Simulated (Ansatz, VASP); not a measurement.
CdS: VASP beside Ansatz

```
Cd S
1.0
     0.00000    2.90318    2.90318
     2.90318    0.00000    2.90318
     2.90318    2.90318    0.00000
Cd S
1 1
Cartesian
  0.0000 0.0000 0.0000
  4.3548 4.3548 4.3548
```

Change from the starting cell: volume scaled by 0.96.

Alike in both runs: task single point; functional PBE; k mesh 7 × 7 × 7; occupations fermi-dirac, width 0.02 eV; no spin polarisation.

```csv
,VASP,Ansatz
version,VASP 6.6.1,Ansatz 0.2.0
potentials or method,"VASP PAW PBE potentials, release 64 (Cd, S), cutoff 520 eV","all-electron LAPW, scalar-relativistic"
```

VASP gave:

* gap on the k mesh at the Fermi level (eV): 1.18
* pressure (GPa): 4.2

Which values does Ansatz return?

gap on the k mesh at the Fermi level (eV): 1.17; pressure (GPa): 3.8.

Ansatz ran all-electron here, so the differences hold the error of VASP's frozen core and of both bases.
